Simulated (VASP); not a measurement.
Crystal: SnO2 (Cassiterite).

```
CELL_PARAMETERS angstrom
4.73800 0.00000 0.00000
0.00000 4.73800 0.00000
0.00000 0.00000 3.18650
ATOMIC_POSITIONS crystal
Sn 0.50000 0.50000 0.50000
Sn 0.00000 0.00000 0.00000
O 0.80710 0.19290 0.50000
O 0.69290 0.69290 0.00000
O 0.19290 0.80710 0.50000
O 0.30710 0.30710 0.00000
```

| Quantity | Value |
| --- | --- |
| Program | VASP 6.6.1 |
| Task | relaxation of cell and atoms |
| Functional | PBEsol |
| Dispersion | rVV10 |
| Potentials or basis | VASP PAW PBE potentials, release 64 (Sn_d, O) |
| Cutoff | 600 eV |
| k mesh | 6 × 6 × 8 |
| Occupations | fermi-dirac, width 0.05 eV |
| Spin | no spin polarisation |

At the start: pressure 4.6 GPa; volume 11.92 Å³/atom.

**Question.** How do energy, volume and symmetry change on relaxing?

**Answer.** Over 5 steps the energy falls by 4.1 meV/atom and the volume is 12.16 Å³/atom (+2.0 %); space group P4_2/mnm (No. 136, to 0.05 Å).

Step by step:
| step | energy change (eV) | largest force (eV/Å) | pressure (GPa) | volume (Å³) |
| --- | --- | --- | --- | --- |
| 1 | 0.0000 | 0.2334 | 4.59 | 71.53 |
| 2 | 0.0196 | 0.2030 | -5.74 | 75.13 |
| 3 | -0.0243 | 0.0295 | -0.10 | 73.03 |
| 4 | -0.0243 | 0.0333 | -0.01 | 73.00 |
| 5 | -0.0244 | 0.0055 | 0.06 | 72.96 |

Final structure:
```xyz
6
Lattice="4.7634 0.0000 0.0000 0.0000 4.7634 0.0000 0.0000 0.0000 3.2155" Properties=species:S:1:pos:R:3 pbc="T T T"
Sn    2.3817    2.3817    1.6077
Sn    0.0000    0.0000    0.0000
O     3.8402    0.9231    1.6077
O     3.3048    3.3048    3.2155
O     0.9231    3.8402    1.6077
O     1.4586    1.4586    0.0000
```

Caveat: the PAW data sets were made with another functional, which shifts forces and pressure a little.
